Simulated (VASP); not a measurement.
A run of VASP 6.6.1:

File INCAR:

```
SYSTEM = SnO
PREC = Accurate ; ENCUT = 520
EDIFF = 1E-7 ; ISMEAR = 0
SIGMA = 0.03 ; LREAL = .False.
LASPH = .True. ; NELM = 80
ALGO = Normal ; ISIF = 2
LWAVE = .False. ; LCHARG = .False.
GGA = PE ; KPAR = 2
```

Contents of KPOINTS:

```
Automatic mesh
0
Gamma
  8 8 6
  0 0 0
```

File POSCAR:

```
SnO                                     
1.0
    3.8353843991      0.0000000000      0.0000000000
    0.0000000000      3.8353843991      0.0000000000
    0.0000000000      0.0000000000      4.7280490071
  Sn              O             
     2     2
Direct
     0.5000000000000000    0.0000000000000000    0.2459635701948528
     0.0000000000000000    0.5000000000000000    0.7540364298051472
     0.0000000000000000    0.0000000000000000    0.0000000000000000
     0.5000000000000000    0.5000000000000000    0.0000000000000000
```

Contents of KPOINTS_OPT:

```
explicit points
213
Reciprocal
 0.0000000000  0.0000000000  0.0000000000 1
 0.0000000000  0.0357142857  0.0000000000 1
 0.0000000000  0.0714285714  0.0000000000 1
 0.0000000000  0.1071428571  0.0000000000 1
 0.0000000000  0.1428571429  0.0000000000 1
 0.0000000000  0.1785714286  0.0000000000 1
[... 205 lines left out ...]
 0.0000000000  0.0000000000  0.5269653000 1
 0.0000000000  0.0000000000  0.4730347000 1
```

Potentials or basis: VASP PAW PBE potentials, release 64 (Sn_d, O).

Run with:

```sh
$ cat potpaw_PBE.64/Sn_d/POTCAR potpaw_PBE.64/O/POTCAR > POTCAR
$ mpirun -np 2 vasp_std > vasp.out
```

Hardware: 2 MPI ranks on AMD EPYC 9R45 (Zen 5), on a shared host.

Question: How long does it take, and how much memory?

Answer: It took 98 s on 2 MPI ranks on AMD EPYC 9R45 (Zen 5) (shared host), peak memory 0.23 GiB a rank. Counts: scf iterations 59, k points 60.
